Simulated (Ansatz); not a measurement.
This guess for SiC is about to be relaxed.

```cif
data_structure
_symmetry_space_group_name_H-M 'P4_2/ncm:1'
_symmetry_Int_Tables_number 138
_cell_length_a 5.8962
_cell_length_b 5.8962
_cell_length_c 5.1495
_cell_angle_alpha 90.000
_cell_angle_beta 90.000
_cell_angle_gamma 90.000
_cell_volume 179.02
loop_
_atom_site_label
_atom_site_type_symbol
_atom_site_symmetry_multiplicity
_atom_site_Wyckoff_symbol
_atom_site_fract_x
_atom_site_fract_y
_atom_site_fract_z
_atom_site_occupancy
Si1 Si 8 i 0.64097 0.85903 0.93091 1
C1 C 8 i 0.64097 0.85903 0.56909 1
```

Computed with DFT PBE, scalar-relativistic, plane waves, PAW in Ansatz 0.2.0. Cutoff 420 eV, Gaussian smearing, Γ-centred meshes. Cell and atoms relax first on a coarse mesh and then on a converged one. In between, the cell is made exact in the group found at 0.06 Å. The steps can't lower the symmetry of their start. No spin polarisation.

A guess keeps its type if space group and coordination stay and the shape of the cell changes little (axis ratios within about 15 %, angles within 6°); the volume may change.

Q: Does it keep its structure type, or change into something else?

A: It keeps its type. The symmetry stays P4_2/ncm (No. 138). The volume per atom grows by 11.0 %, from 11.2 to 12.4 Å³. The shortest distance goes from 1.81 Å (Si–C) to 1.85 Å (Si–C). The ratio c/a of the conventional cell changes by a factor of 0.96. Counting neighbours within 15 % of an atom's shortest distance, the start has C 4, Si 4 and the end C 4, Si 4.

The zero of energy is the elements' standard structures at the same level; no fitted shifts are applied.

Q: At what energy does it end?

A: +0.149 eV/atom. A positive value: parting into the elements would lower its energy.

The last run used a 4×4×6 mesh (in the run's order of axes) for its 16-atom cell and Gaussian smearing of 0.02 eV. The reference form of C is held partly by dispersion forces, which this level lacks. A structure relaxed within its symmetry needn't be a true minimum.
